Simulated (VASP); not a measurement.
System: AlP (zinc blende type, first atom moved by 0.06 Å along [111]), 2 atoms in the cell.

```
Al P
1.0
     0.00000    2.75500    2.75500
     2.75500    0.00000    2.75500
     2.75500    2.75500    0.00000
Al P
1 1
Direct
  0.00629 0.00629 0.00629
  0.25000 0.25000 0.25000
```

Code and potentials: VASP, Al/P, 332 eV. Settings: k-mesh 4×4×4 Γ-centred; Fermi–Dirac smearing of 0.05 eV; no spin polarisation. For HSE06: HFSCREEN = 0.208; HFRCUT = 0; PRECFOCK = Normal.

Plain PBE gives:

```yaml
Pressure: 0.25 GPa
Gap_on_the_mesh: 1.51 eV
```

| atom | Fx (eV/Å) | Fy (eV/Å) | Fz (eV/Å) |
| --- | --- | --- | --- |
| Al1 | -0.370 | -0.370 | -0.370 |
| P2 | 0.370 | 0.370 | 0.370 |

Q: What changes under HSE06?

A: The pressure falls by 1.67 GPa to -1.42 GPa; the gap goes up by 0.707 eV to 2.213 eV; the forces move by 22 meV/Å (rms):

```tsv
atom	Fx (eV/Å)	Fy (eV/Å)	Fz (eV/Å)
Al1	-0.383	-0.383	-0.383
P2	0.383	0.383	0.383
```

VASP prints the stress at a fixed plane-wave basis, so it holds the Pulay stress of this cutoff.

A gap read on the mesh is an upper bound of this method's gap, since the mesh can miss a band edge. The k-mesh is modest, so these values aren't fully converged in k. Potentials made with PBE were used with another functional (at least in: VASP, Al/P, 332 eV (HSE06)). Semilocal functionals give gaps that mostly lie well below measured ones.
